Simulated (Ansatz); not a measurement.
ZnTe (zinc blende), relaxed with PBE (Ansatz, a program for electronic structure, plane waves, PAW): a = 6.179 Å, b = 6.179 Å, c = 6.179 Å, α = 90.00°, β = 90.00°, γ = 90.00°.

| Quantity | Value |
|---|---|
| gap (eV) | 1.08 |
| B₀ by P(V) fit (GPa) | 43.2 |

The same phase is relaxed and computed with HSE06 in the same code. What are the cell and these values now?

a = b = c = 6.1467 Å, α = β = γ = 90.00°.

- gap (eV) = 2.16
- B₀ by P(V) fit (GPa) = 47.5

All cells were relaxed under the symmetry of their starts (and spin orders); stability against distortions was not tested throughout. Spin–orbit coupling is left out wherever it is not named.

Potentials: the later of the program's two PAW sets.

Ansatz is a plane-wave DFT program.
